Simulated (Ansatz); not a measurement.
# CdTe: what the sphere radii change

How much do the results for CdTe depend on the sphere radii?

Method: DFT, PBE, all-electron LAPW, scalar-relativistic, in Ansatz 0.2.0.

2 further runs of the same task are left out: 1 that didn't finish, 1 set aside as unsound or not needed.

### Step 1. The system as given

The structure is cubic, space group Fm-3m (No. 225). The conventional cell has a = 6.124 Å, b = 6.124 Å, c = 6.124 Å, α = 90.00°, β = 90.00°, γ = 90.00°. Around Cd (site symmetry m-3m) lie 6 Te at 3.06 Å. Te (site symmetry m-3m) has 6 Cd at 3.06 Å as nearest neighbours.

Structure file:

```
CELL_PARAMETERS angstrom
0.00000 3.06197 3.06197
3.06197 0.00000 3.06197
3.06197 3.06197 0.00000
ATOMIC_POSITIONS crystal
Cd 0.00000 0.00000 0.00000
Te 0.50000 0.50000 0.50000
```

The cell was relaxed by PAW from a hypothetical start (rocksalt type); it needn't be the stable phase of this composition.

Atoms are numbered in the order of the input: Cd1, Te2.

### Step 2. With all sphere radii typed as 0.869 Å

input.yaml reads:

```yaml
crystal:
  lattice:
    - [0.0, 3.0619746477, 3.0619746477]
    - [3.0619746477, 0.0, 3.0619746477]
    - [3.0619746477, 3.0619746477, 0.0]
  atoms:
    - { symbol: Cd, position: [0.0, 0.0, 0.0] }
    - { symbol: Te, position: [0.5, 0.5, 0.5] }
kpoints:
  mp_grid: { grid: [12, 12, 12] }
scf:
  occupations: { method: fermi_dirac, width: 0.05 }
hamiltonian:
  xc: pbe
  pseudopotentials:
    kind: all_electron
    lapw: { basis_error: 0.0005, muffin_tin_radii: { Cd: 0.869, Te: 0.869 } }
output:
  forces: true
  stress: true
  eigenvalues: true
```

### Step 3. With all sphere radii typed as 1.043 Å

Edit input.yaml of step 2 so:

```diff
@@ -16,3 +16,3 @@
     kind: all_electron
-    lapw: { basis_error: 0.0005, muffin_tin_radii: { Cd: 0.869, Te: 0.869 } }
+    lapw: { basis_error: 0.0005, muffin_tin_radii: { Cd: 1.043, Te: 1.043 } }
 output:
```

### Step 4. With all sphere radii typed as 1.217 Å

Edit input.yaml of step 3 so:

```diff
@@ -16,3 +16,3 @@
     kind: all_electron
-    lapw: { basis_error: 0.0005, muffin_tin_radii: { Cd: 1.043, Te: 1.043 } }
+    lapw: { basis_error: 0.0005, muffin_tin_radii: { Cd: 1.217, Te: 1.217 } }
 output:
```

(Steps that only read results are left out.)

Q: Predict the outcome of this session.

**Answer**, as computed:

```
                                                                         quantity                                             value
largest change of energy from «all sphere radii typed as 0.869 Å» (zero smearing)  0.0 meV/atom (all sphere radii typed as 1.217 Å)
```

What this shows: Across the runs the energy spans 0.0 meV/atom. A complete basis would give the same answer for any radius, so the spread shows part of the basis error. Spin-orbit coupling is left out, though the cell holds Te; in elements this heavy it can shift bands and gaps by tenths of an eV.
